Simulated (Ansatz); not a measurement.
Is this FeGe result the lowest state?

System: FeGe, a test cell of our own (not relaxed); the cell holds 2 atoms.

Method: DFT, r2SCAN, PAW (an earlier, harder data set), plane waves, scalar-relativistic (Ansatz development build ahead of 0.2.0).

```yaml
crystal:
  lattice:
    - [3.016171716, 0.0, 0.0]
    - [0.0, 3.016171716, 0.0]
    - [0.0, 0.0, 3.016171716]
  atoms:
    - { symbol: Fe, position: [0.137, 0.291, 0.418], spin: 4.0 }
    - { symbol: Ge, position: [0.60034402, 0.7417515, 0.87152889], spin: 0.0 }
kpoints:
  mp_grid: { grid: [3, 3, 3], shift: [0, 0, 0] }
hamiltonian:
  xc: r2scan
  dispersion: none
  pseudopotentials: { kind: paw }
scf:
  occupations: { method: gaussian, width: "0.05 eV" }
magnetization:
  spin_polarized: true
```

Settings in force: cutoff 1230 eV, smearing width 0.05 eV; default search for lower states.

The run converged after 33 iterations in all: spin-polarised, site moments Fe1 1.96 μB, total 1.93 μB per cell.

The mesh is coarse, so energy differences (and at times their sign) aren't converged.

With one magnetic atom in the cell its copies can only be parallel; orders in a larger cell may lie lower.

Site moments are taken inside atomic spheres and don't add up to the total.

Question: Would you trust this as the ground state? If a lower solution is known, describe it.

Answer: No, on this mesh. A state 1.1 meV/atom (0.002 eV per cell) lower exists in this cell: spin-polarised, site moments Fe1 1.97 μB, total 1.93 μB per cell (the moments match this run's, so the two differ in another way, such as which orbitals are filled). It was reached from: default search for lower states [Fe1 2.00 μB]. States within about 5 meV/atom are too close for this mesh, smearing and search to settle their order. “Lowest” means lowest among the runs made in this cell. No run without spin polarisation was made.
